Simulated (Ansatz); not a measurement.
# Resistance of the fcc Cu(100) / fcc Pt(100) interface

How much resistance does one fcc Cu(100) / fcc Pt(100) interface add to a current across the layers?

Method: Ansatz plane-wave DFT, PBE, PAW files; ballistic transport by layer matching (Landauer), zero bias; PAW set soft_1, in the first sound run; inputs show where later runs differ, in Ansatz 0.2.0.

### Step 1. The structure

The cell holds 20 atoms: 10 Cu and 10 Pt. Cell: a = 2.665 Å, b = 2.665 Å, c = 37.871 Å, α = 90.0°, β = 90.0°, γ = 90.0°. It derives from Cu and Pt. Regions: Cu, 10 atoms (10 Cu); Pt, 10 atoms (10 Pt). The structure's axis is c.

### Step 2. Transmission: PBE

Both metals share one in-plane lattice, the mean of the two, each at its own atomic volume. The two leads are named in the middle of each metal, so that only one of the cell's two interfaces is crossed. The mesh across the current, 46×46, is finer than the density's, because channels open and close sharply across the zone. Energies from -0.27 to 0.27 eV in steps of 0.036 eV cover the slope of the Fermi function at 300 K, so the program can form a conductance.

input.yaml reads:

```yaml
crystal:
  lattice:
    - [2.6646470521, 0.0, 0.0]
    - [0.0, 2.6646470521, 0.0]
    - [0.0, 0.0, 37.871183144]
  atoms:
    - { symbol: Cu, position: [0.0, 0.0, 0.0264053013] }
    - { symbol: Cu, position: [0.5, 0.5, 0.0703252919] }
    - { symbol: Cu, position: [0.0, 0.0, 0.1142452826] }
    - { symbol: Cu, position: [0.5, 0.5, 0.1581652732] }
    - { symbol: Cu, position: [0.0, 0.0, 0.2020852639] }
    - { symbol: Cu, position: [0.5, 0.5, 0.2460052546] }
    - { symbol: Cu, position: [0.0, 0.0, 0.2899252452] }
    - { symbol: Cu, position: [0.5, 0.5, 0.3338452359] }
    - { symbol: Cu, position: [0.0, 0.0, 0.3777652266] }
    - { symbol: Cu, position: [0.5, 0.5, 0.4216852172] }
    - { symbol: Pt, position: [0.0, 0.0, 0.4716852172] }
    - { symbol: Pt, position: [0.5, 0.5, 0.5277652266] }
    - { symbol: Pt, position: [0.0, 0.0, 0.5838452359] }
    - { symbol: Pt, position: [0.5, 0.5, 0.6399252452] }
    - { symbol: Pt, position: [0.0, 0.0, 0.6960052546] }
    - { symbol: Pt, position: [0.5, 0.5, 0.7520852639] }
    - { symbol: Pt, position: [0.0, 0.0, 0.8081652732] }
    - { symbol: Pt, position: [0.5, 0.5, 0.8642452826] }
    - { symbol: Pt, position: [0.0, 0.0, 0.9203252919] }
    - { symbol: Pt, position: [0.5, 0.5, 0.9764053013] }
kpoints:
  mp_grid: { grid: [14, 14, 1] }
hamiltonian:
  xc: pbe
  pseudopotentials: { kind: paw, azcp: { folder: soft_1 } }
scf:
  occupations: { method: fermi_dirac, width: 0.1 }
output:
  transmission:
    leads: [[4, 5], [14, 15]]
    kmesh: [46, 46]
    e_range: [-0.27, 0.27]
    de: 0.036
  write_potential: true
  write_density: true
  volumetric_format: npy
  elf: true
```

Started as:

```console
$ ansatz run input.yaml --threads 4 --pin off --max-ram 15360MiB --backend cpu --events-out ev --progress --plain --runs-dir out
```

Numbers of over 12 decimals in the logs are rounded to 6 here.

What it wrote:

```text
Engine: ansatz 0.2.0, aarch64-unknown-linux-gnu
Pseudopotentials: kind: paw
Pseudopotential: Cu, paw, valence charge 19, recommended cutoff 420 eV (normal), soft_1/Cu.paw.azcp
Pseudopotential: Pt, paw, valence charge 18, recommended cutoff 420 eV (normal), soft_1/Pt.paw.azcp
Functional definition: PBE
  parameter kappa = 0.804
  parameter beta = 0.066725
  exchange = pbe_x(kappa = kappa, mu = beta*pi^2/3)
  correlation = pbe_c(beta = beta)
Crystal: 20 atoms, lattice volume = 268.898 Å³
Basis set: ecut = 420 eV, 5251 PW (Γ)
Bands: 222, of which v1, the nominal top of the filled ones, is band 185 counted from 1 (184 counted from 0)
Symmetry: 16 space group operations
Space group: P4/nmm (ITA 129), of the structure as read, at distance tolerance 6.5e-5 Å
k-points: 36 of 196
Non-local potential: Cu, projectors of the file, l = 0: 3, l = 1: 2, l = 2: 3, l = 3: 1
Non-local potential: Pt, projectors of the file, l = 0: 3, l = 1: 2, l = 2: 2, l = 3: 1
PAW form: soft (Blöchl's): semilocal exchange-correlation on the pseudo side does not see the compensation charge
PAW one-centre angular grid: Cu, 590 points (default); XC on 64 Gauss nodes
PAW one-centre angular grid: Pt, 590 points (default); XC on 64 Gauss nodes
Initial density: superposition of atomic densities (chi_scale 0.1, normalization cell, long waves of neutral atoms (reshape's long-wave potential 64.12 eV rms, cloud 2.68 Å wide))
Initial wavefunctions: pseudopotential atomic-orbital guess
Functional: x = pbe(κ = 0.804, μ = 0.219515), c = pbe(β = 0.066725)
SCF iter   1: F=—  HF=-191512.662036 eV  |F-HF|=—  |Δ(HF+E_count)|=         —  Δρ=1.33e-1  dr2=6.50e2  ethr=3.10e-3  ⟨swp⟩=4.2  Hψ=23720  notcnv=0  defer=216
preconditioner: auto → Kerker (q_TF=auto, 2.877 Å⁻¹)  [metal: Δε(μ)=0.004 eV  Ē_g=9.313 eV  σ=0.100 eV  W_gap=0.01  n_scr=110 (ndim 8)  ℏωp=32.8 eV  f_vac=0.000  D(μ)=15.37/eV (n_scr^D=146)]
SCF iter   2: F=—  HF=-191502.885008 eV  |F-HF|=—  |Δ(HF+E_count)|=    9.78e0  Δρ=6.87e-2  dr2=2.73e2  ethr=3.10e-3  ⟨swp⟩=2.0  Hψ=13150  notcnv=0  defer=688
SCF iter   3: F=—  HF=-191499.870173 eV  |F-HF|=—  |Δ(HF+E_count)|=    3.01e0  Δρ=5.43e-2  dr2=2.35e1  ethr=3.10e-3  ⟨swp⟩=2.9  Hψ=14566  notcnv=0  defer=687
SCF iter   4: F=—  HF=-191498.916575 eV  |F-HF|=—  |Δ(HF+E_count)|=   9.54e-1  Δρ=7.72e-3  dr2=1.82e0  ethr=3.10e-3  ⟨swp⟩=2.0  Hψ=12044  notcnv=0  defer=754
SCF iter   5: F=—  HF=-191498.848030 eV  |F-HF|=—  |Δ(HF+E_count)|=   6.85e-2  Δρ=3.48e-3  dr2=6.26e-1  ethr=4.92e-4  ⟨swp⟩=2.0  Hψ=7533  notcnv=0  defer=759
SCF iter   6: F=—  HF=-191498.827643 eV  |F-HF|=—  |Δ(HF+E_count)|=   2.04e-2  Δρ=5.05e-3  dr2=2.00e-1  ethr=1.69e-4  ⟨swp⟩=2.0  Hψ=8110  notcnv=0  defer=759
SCF iter   7: F=—  HF=-191498.817290 eV  |F-HF|=—  |Δ(HF+E_count)|=   1.04e-2  Δρ=1.02e-3  dr2=7.56e-3  ethr=5.40e-5  ⟨swp⟩=1.9  Hψ=8139  notcnv=0  defer=759
SCF iter   8: F=—  HF=-191498.816809 eV  |F-HF|=—  |Δ(HF+E_count)|=   4.80e-4  Δρ=7.57e-4  dr2=7.56e-3  ethr=2.04e-6  ⟨swp⟩=2.0  Hψ=13520  notcnv=0  defer=759
SCF iter   9: F=—  HF=-191498.816592 eV  |F-HF|=—  |Δ(HF+E_count)|=   2.18e-4  Δρ=3.58e-4  dr2=3.49e-3  ethr=2.04e-6  ⟨swp⟩=1.0  Hψ=7284  notcnv=0  defer=759
SCF iter  10: F=—  HF=-191498.816511 eV  |F-HF|=—  |Δ(HF+E_count)|=   8.13e-5  Δρ=1.82e-4  dr2=8.06e-4  ethr=9.44e-7  ⟨swp⟩=1.0  Hψ=7390  notcnv=0  defer=759
SCF iter  11: F=—  HF=-191498.816508 eV  |F-HF|=—  |Δ(HF+E_count)|=   2.49e-6  Δρ=8.45e-5  dr2=4.27e-4  ethr=2.18e-7  ⟨swp⟩=1.0  Hψ=7337  notcnv=0  defer=759
SCF iter  12: F=—  HF=-191498.816505 eV  |F-HF|=—  |Δ(HF+E_count)|=   2.62e-6  Δρ=3.80e-5  dr2=4.26e-5  ethr=1.15e-7  ⟨swp⟩=1.0  Hψ=7227  notcnv=0  defer=759
SCF iter  13: F=—  HF=-191498.817137 eV  |F-HF|=—  |Δ(HF+E_count)|=   6.31e-4  Δρ=1.89e-5  dr2=1.75e-6  ethr=1.15e-8  ⟨swp⟩=1.0  Hψ=7445  notcnv=0  defer=759
SCF iter  14: F=—  HF=-191498.817137 eV  |F-HF|=—  |Δ(HF+E_count)|=   3.09e-7  Δρ=1.58e-5  dr2=4.98e-6  ethr=4.74e-10  ⟨swp⟩=2.0  Hψ=9958  notcnv=0  defer=759
SCF iter  15: F=-191498.817137 eV  HF=-191498.817137 eV  |F-HF|=1.10e-7  |Δ(HF+E_count)|=   1.05e-7  Δρ=3.65e-6  dr2=8.99e-8  ethr=2.70e-11  ⟨swp⟩=8.2  Hψ=30041  notcnv=0
SCF 1 converged in 15 iterations: F = -191498.817137 eV  dr2 = 8.99e-8
  greatest PAW one-centre occupation: 1.000 electrons in one spin orbital (limit 2), on the Pt atom at site 16 (counted from 0), in its partial waves of l = 0
transmission: 1080 of 10800 steps passed
transmission: 2160 of 10800 steps passed
[...]
transmission: 10800 of 10800 steps passed
SCF converged after 15 iterations
Free energy (F): -191498.817137 eV
Harris-Foulkes:  -191498.817137 eV  (|F-HF|=1.10e-7)
Internal energy: -191498.237590 eV  (E = F + TS)
E sigma→0 (E₀):  -191498.527364 eV
Entropy (-TS):   -0.579547 eV (-28.977 meV/atom)
Fermi energy:    20.241245 eV
--- Per-component energies (eV) ---
  E_band       = -4761.949163
  E_kinetic    = 8594.492983
  E_local      = -119974.616516  (includes V_loc(G=0)·N_el)
  E_nonlocal   = 10939.215833
  E_hartree    = 54938.937847
  E_xc         = -3016.877562
  E_vxc        = -3609.768429  (∫ρ·V_xc dr)
  E_paw        = -112988.973683  (= ΣΔE_a)
  E_vpaw       = -10589.215726  (= ΣTr[D̂ρ^β])
  E_aug_tail   = 0.021181  (compensation charges beyond the density's cutoff)
  E_ewald      = -29990.437672
  E_smearing   = -0.579547  (= −TS)
  E_closure    = 0.000000  (closes the sum)
  Σ components = -191498.817137   (vs F -191498.817137, Δ=0.00e0)
--- Band table (eV; the first three rows and the last of 36) ---
  k-point 0: bands = [... 181 lower, 19.6668, 19.7620, 19.7940, 19.9331, 19.9351, 19.9947, 19.9947, 20.0761, ... 33 higher]
  k-point 1: bands = [... 181 lower, 19.4831, 19.5985, 19.7508, 19.7897, 19.9341, 19.9431, 20.0406, 20.0924, ... 33 higher]
  k-point 2: bands = [... 181 lower, 19.4924, 19.5459, 19.6016, 19.6144, 19.7592, 19.8161, 19.9573, 20.0476, ... 33 higher]
  k-point 35: bands = [... 181 lower, 21.6291, 21.9680, 21.9680, 22.6650, 22.6650, 23.5003, 23.5003, 23.5350, ... 33 higher]
--- Transmission ---
  basis      : 61 plane waves across, 36 finite elements along
  points     : 300, standing for a mesh of 46 x 46
  filling    : by the input's occupations and mesh, since the crystals that have channels conduct as metals do. If one of these is a semiconductor, that mesh has misplaced its level
  energies   : 16 from -0.270000 to 0.270000 eV about the Fermi level, 0.036000 eV apart; the leads are filled to 0.000000 eV, and channels, transmission and decay are at 0.018000 eV
  crystal 0  : Cu1, at the sites [4, 5], period 1.6633 Å, over 16.63 Å; its Hamiltonian steps by up to 4.8 meV
    offset         : up to 0.0000 Å between an atom of the period and one for which it stands
    filled         : 14.2 meV over the level at which it is neutral
    channels       : 9.948015e-1 a spin
    conductance    : 1.0885e15 S/m² at 300 K; may be off by some 0.0 % by where its bands' edges are placed, 2.2 % from the k-mesh, 0.0 % from the distance to neutral
    slowest decay  : 0.0238 /Å at (0.4783, 0.4130)
  crystal 1  : Pt1, at the sites [14, 15], period 2.1238 Å, over 21.24 Å; its Hamiltonian steps by up to 0.9 meV
    offset         : up to 0.0000 Å between an atom of the period and one for which it stands
    filled         : 5.0 meV over the level at which it is neutral
    channels       : 1.752363e0 a spin
    conductance    : 1.9131e15 S/m² at 300 K; may be off by some 0.0 % by where its bands' edges are placed, 2.6 % from the k-mesh, 0.5 % from the distance to neutral
    slowest decay  : 0.0081 /Å at (0.4130, 0.0435)
  junction   : crystal 0 to crystal 1, 9.18 to 25.99 Å
    transmission   : 7.346893e-1 a spin
    conductance    : 8.0242e14 S/m² at 300 K (7.7652e14 on every other point, 8.0324e14 on every other energy)
    error estimate : 0.1 % from the energy spacing and 0.0 % from band edges of the leads and from resonances (wavevectors taken as independent; lower de), 2.6 % from the k-mesh, 0.9 % from the steps of its leads' Hamiltonians or their offsets (lay more layers), 0.6 % from the distance to neutral
    resistance     : 5.2549e-4 Ω µm² beyond half of each lead's own
```

Run time: 4.7 min. Hardware: 4 threads of Arm Neoverse V1, shared host; peak memory 2.3 GiB.

The column dr2 measures how far the density is from self-consistency, as an energy; F and HF (Harris–Foulkes) agree once it is small.

Numbers from this step:

* free energy: -191498.8171 eV
* energy at zero smearing: -191498.5274 eV
* Fermi energy: 20.24 eV
* cell area: 7.100 Å²
* step of the lead's potential: 4.8 meV
* ballistic conductance of the lead: 1.09e15 S/m²
* estimated errors of the lead's conductance: 0, 2.2, 0 % (band edges, k-mesh, distance from neutral)
* lead conductance per cell: 0.9975 G₀
* step of the upper lead's potential: 0.9 meV
* ballistic conductance of the upper lead: 1.91e15 S/m²
* conductance of the junction: 8.02e14 S/m²
* junction conductance per cell: 0.7353 G₀
* estimated errors of the junction's conductance: 0.1, 0, 2.6, 0.9, 0.6 % (energy step, band edges, k-mesh, leads' steps, distance from neutral)
* area resistance that the stack adds (contact term taken off, spin by spin): 0.5255 fΩ m²

Per spin. The transmission, zone mean by energy, zero at the Fermi level:

| energy (eV) | transmission, zone mean |
| --- | --- |
| -0.270 | 0.781 |
| -0.234 | 0.768 |
| -0.198 | 0.773 |
| -0.162 | 0.772 |
| -0.126 | 0.777 |
| -0.090 | 0.763 |
| -0.054 | 0.749 |
| -0.018 | 0.741 |
| 0.018 | 0.735 |
| 0.054 | 0.713 |
| 0.090 | 0.703 |
| 0.126 | 0.692 |
| 0.162 | 0.663 |
| 0.198 | 0.643 |
| 0.234 | 0.637 |
| 0.270 | 0.643 |

Per spin. Table of open channels, zone mean by energy, zero at the Fermi level:

| energy (eV) | lead | upper lead |
| --- | --- | --- |
| -0.270 | 0.970 | 2.24 |
| -0.234 | 0.963 | 2.20 |
| -0.198 | 0.970 | 2.13 |
| -0.162 | 0.974 | 2.10 |
| -0.126 | 0.983 | 1.99 |
| -0.090 | 1.00 | 1.93 |
| -0.054 | 1.00 | 1.85 |
| -0.018 | 0.995 | 1.78 |
| 0.018 | 0.995 | 1.75 |
| 0.054 | 0.999 | 1.64 |
| 0.090 | 1.00 | 1.50 |
| 0.126 | 1.00 | 1.49 |
| 0.162 | 1.00 | 1.30 |
| 0.198 | 1.01 | 1.15 |
| 0.234 | 1.01 | 1.05 |
| 0.270 | 1.03 | 0.988 |

Transmission over k1 and k2. At -0.0180 eV from the Fermi level (the log's summary may quote the solved energy on the other side of it).

Ten even steps from '_' (0.000) to '@' (0.995), each cell a mean:
```
______--**++++++****##**==--..__::--++**##**++++++++++..____
________##++++++++++++++****..__--##**++++++++++++**++______
::++++..************++++%%%%%%%%%%@@**++************==--++++
::++**::@@@@@@@@@@@@@@@@@@@@@@@@@@@@@@@@@@@@@@@@@@@@##--**++
++++**::@@@@@@@@@@@@@@@@@@@@@@@@@@@@@@@@@@@@@@@@@@@@##--**++
******::@@@@@@@@@@@@@@@@@@@@@@@@@@@@@@@@@@@@@@@@@@@@##--**++
##****::@@@@@@@@@@@@@@@@@@@@@@@@@@@@@@@@@@@@@@@@@@@@##--**##
##****::@@@@@@@@@@@@@@@@@@@@@@@@@@@@@@@@@@@@@@@@@@@@##--**##
==++**==@@@@@@@@@@@@@@@@@@@@@@@@@@@@@@@@@@@@@@@@@@@@##++**==
__==**##@@@@@@@@@@@@@@@@@@%%%%%%@@@@@@@@@@@@@@@@@@@@%%**##::
______++@@@@@@@@@@@@@@@@@@%%######@@@@@@@@@@@@@@@@@@%%::____
__::::**@@@@@@@@@@@@@@@@@@@@%%##%%@@@@@@@@@@@@@@@@@@%%----..
__==**%%@@@@@@@@@@@@@@@@@@@@@@@@@@@@@@@@@@@@@@@@@@@@@@##**::
##****::@@@@@@@@@@@@@@@@@@@@@@@@@@@@@@@@@@@@@@@@@@@@##--****
%%****::@@@@@@@@@@@@@@@@@@@@@@@@@@@@@@@@@@@@@@@@@@@@##--**##
##****::@@@@@@@@@@@@@@@@@@@@@@@@@@@@@@@@@@@@@@@@@@@@##--****
**++**::@@@@@@@@@@@@@@@@@@@@@@@@@@@@@@@@@@@@@@@@@@@@##--**++
==++**::@@@@@@@@@@@@@@@@@@@@@@@@@@@@@@@@@@@@@@@@@@@@##--**++
..**##::@@@@@@@@@@@@@@@@@@@@@@@@@@@@@@@@@@@@@@@@@@@@##==##++
..::..__==--------------**##====++%%==----------------__..--
______..##******************::__==********************______
______::::--++++**######::__________==######**++==--::..____
```
Columns: k1 (b1) from -0.5 to 0.478; rows upwards: k2 (b2) from -0.5 to 0.478.

Open channels over k1 and k2. At -0.0180 eV from the Fermi level (the log's summary may quote the solved energy on the other side of it).

Ten even steps from '_' (0.00) to '@' (2.00), each cell a mean:
```
____::==++++++++**######++++..__--==**######++++====++--..__
__--++++++++++++++++++++==++==++++==++==++++==++====++====::
..====================++======================++====++======
++++++++++++++++++++++++==++==++++==++==++====++====++======
%%======================================++====++====++======
%%++++++++++++++++++==++==++==++++==++==++====++====++====++
@@**++++==++++++++++==++==++==++++==++==++====++====++====%%
@@**++++==++==============++==++++======++====++====++====%%
****++++++++++++++++==++==++==++++==++==++====++====++==++**
__**++++++++++++++++++++==++==++++==++==++====++====++==**--
____++====++++++++++++++==++==++++==++==++====++====++==--__
__--++++++++++++++++++++==++==++++==++==++====++====++==++..
__**++==++++++++++++++++==++==++++==++==++====++====++==**--
@@**++++==++++++++==++++==++==++++==++========++====++====%%
@@**++++==++++++++==++++==++==++++==++========++====++====%%
@@**++++++++++++++==++++==++==++++==++==++====++====++====##
%%++++++++++++++++++++++==++==++++==++++++====++====++======
%%==++++==++++++++++==++==++==++++==++========++====++======
::++++++++++++++++++==++==++==++++==++==++====++====++======
..==++++++++++++++++++++==++==++++==++==++====++====++====--
__::++++++++++++++++++++**##==::++##++==++====++====++====__
______..::**####%%@@@@@@==__________##@@@@@@######==::..____
```
Columns: k1 (b1) from -0.5 to 0.478; rows upwards: k2 (b2) from -0.5 to 0.478.

Valence density in the ca plane at fractional y = 0.000, with atoms of Cu and Pt within 0.2 Å of it. It is the smooth field of the valence electrons, not physical close to the nuclei.

Values in e/Å³, 5 rows by 16 columns, each cell a mean:
```
 0  2 14  0  0 15  1  0  4  6  0  0  2  7  1  0
 0  0  1  0  0  1  0  0  1  1  0  0  1  1  0  0
 0  0  0  0  0  0  0  0  0  0  0  0  0  0  0  0
 0  1  2  0  0  2  0  0  2  2  0  0  1  3  0  0
 0  4 27  0  1 28  2  0  5  7  0  0  3  9  1  0
```
Columns run along c (16.0 Å, from fractional 0.24 to 0.66 of the cell), rows up along a (2.7 Å). Atoms in or near the plane, at fractional coordinates: Cu at (0.29, 0.00), Cu at (0.38, 0.00), Pt at (0.47, 0.00), Pt at (0.58, 0.00).

ELF in the ca plane at fractional y = 0.000, with atoms of Cu and Pt within 0.2 Å of it. It is the smooth field of the valence electrons, not physical close to the nuclei.

Values, 5 rows by 16 columns, each cell a mean:
```
0.23 0.18 0.27 0.21 0.20 0.28 0.18 0.24 0.46 0.52 0.22 0.18 0.39 0.55 0.27 0.17
0.26 0.23 0.18 0.25 0.25 0.17 0.23 0.24 0.31 0.32 0.24 0.25 0.27 0.35 0.24 0.26
0.25 0.27 0.22 0.27 0.27 0.22 0.26 0.23 0.29 0.27 0.26 0.28 0.25 0.28 0.25 0.28
0.25 0.20 0.16 0.24 0.23 0.16 0.20 0.24 0.37 0.39 0.23 0.23 0.30 0.43 0.25 0.23
0.22 0.18 0.40 0.20 0.19 0.42 0.17 0.23 0.49 0.55 0.21 0.16 0.42 0.57 0.28 0.15
```
Columns run along c (16.0 Å, from fractional 0.24 to 0.66 of the cell), rows up along a (2.7 Å). Atoms in or near the plane, at fractional coordinates: Cu at (0.29, 0.00), Cu at (0.38, 0.00), Pt at (0.47, 0.00), Pt at (0.58, 0.00).

Electrostatic potential energy in the ca plane at fractional y = 0.000, with atoms of Cu and Pt within 0.2 Å of it. With pseudopotentials it is smooth inside the atoms' cores, unlike the true potential.

Ten even steps from '0' (-52 eV) to '9' (23 eV), each cell a mean:
```
99995102799995102799997200269999995100489999
99997546899998545899998522589999997323699999
99999888999999888999999876899999999767899999
99999999999999999999999999999999999999999999
99999999999999999999999988999999999888999999
99998657999998667999999644689999998534799999
99996214899996213799997300379999996201589999
99984002699995001699997100169999984000389999
```
Columns run along c (16.0 Å, from fractional 0.24 to 0.66 of the cell; values clipped at the 3rd and 97th percentile), rows up along a (2.7 Å). Atoms in or near the plane, at fractional coordinates: Cu at (0.29, 0.00), Cu at (0.38, 0.00), Pt at (0.47, 0.00), Pt at (0.58, 0.00).

The larger of the two leads' potential steps is 4.8 meV from period to period, small in itself. The program estimates the junction's conductance to 2.6 % from the k-mesh, 0.6 % from the leads' distance from neutral and 0.9 % from their steps.

### Step 3. Resistance: PBE

This step: Ansatz plane-wave DFT, PBE, PAW files; ballistic transport by layer matching (Landauer), zero bias; specific resistance of one interface, 1/T less the mean of the leads' 1/N; PAW set soft_1 (Ansatz 0.2.0).

Numbers from this step:

```
area resistance                                           : 0.5274 fΩ m²
T over the leads' mean channel count                      : 0.5337
twice the interface resistance (2AR, or 2AR* for magnets) : 1.055 fΩ m²
```

Twice the interface resistance is 1.05 fΩ m² here.

By hand, with T and the leads' channels N averaged over the energies near the Fermi level: RA = A (h/2e²)(1/T − ½[1/N₁ + 1/N₂]) = 7.100×10⁻²⁰ m² × 12 906 Ω × (1/0.7344 − ½[1/0.9976 + 1/1.754]) = 0.527 fΩ m².

[end of part 1 of 3]

[Logs are printed without paths, hosts, clocks, repeated set-up lines and the standing remarks that a program may print on its own settings, such as how far it seeks lower states.]

[Hosts, paths, dates, database ids (printed as entryN), source tags and the programs' standing remarks are cut or masked in the printed files.]
